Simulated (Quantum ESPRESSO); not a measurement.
## TiAl under changes of volume

One of the cells (16.065 Å³/atom); the others are scaled copies at fixed shape and fractional positions:

```
Ti Al
1.0
     3.17906    0.00000    0.00000
     0.00000    3.17906    0.00000
     0.00000    0.00000    3.17906
Ti Al
1 1
Direct
  0.00000 0.00000 0.00000
  0.50000 0.50000 0.50000
```

The cell comes from a database or a generator and needn't be the stable form of this composition.

```yaml
Program: Quantum ESPRESSO 7.5
Functional: r2SCAN
Potentials_or_basis: SG15 PBE 1.2
Cutoff: 1020 eV
Density_cutoff: 4082 eV
k_mesh: 6 × 6 × 6
Occupations: fermi-dirac, width 0.05 eV
Spin: no spin polarisation
```

```tsv
volume (Å³/atom)	energy over the lowest point (meV/atom)	pressure (GPa)
15.101	21.72	8.0
15.422	8.81	4.9
15.743	1.75	2.2
16.065	0.00	-0.3
16.386	3.02	-2.6
16.707	?	?
17.028	21.57	-6.5
```

Task: What does the run at 16.707 Å³/atom give?

Result: Energy over the lowest point 10.35 meV/atom; pressure -4.6 GPa.

Worked out: A Birch-Murnaghan fit of order 3 (a polynomial in V^(-2/3)) to the other rows has its minimum at 16.02 Å³/atom with B0 = V·E''(V) = 121 GPa and B' = 4.1. It gives 10.35 meV/atom at 16.707 Å³/atom, against the run's 10.35, and -dE/dV = -4.7 GPa, against -4.6.

Energies are extrapolated to zero smearing.

Caveats: the potentials were made for another functional, which shifts forces and pressure.
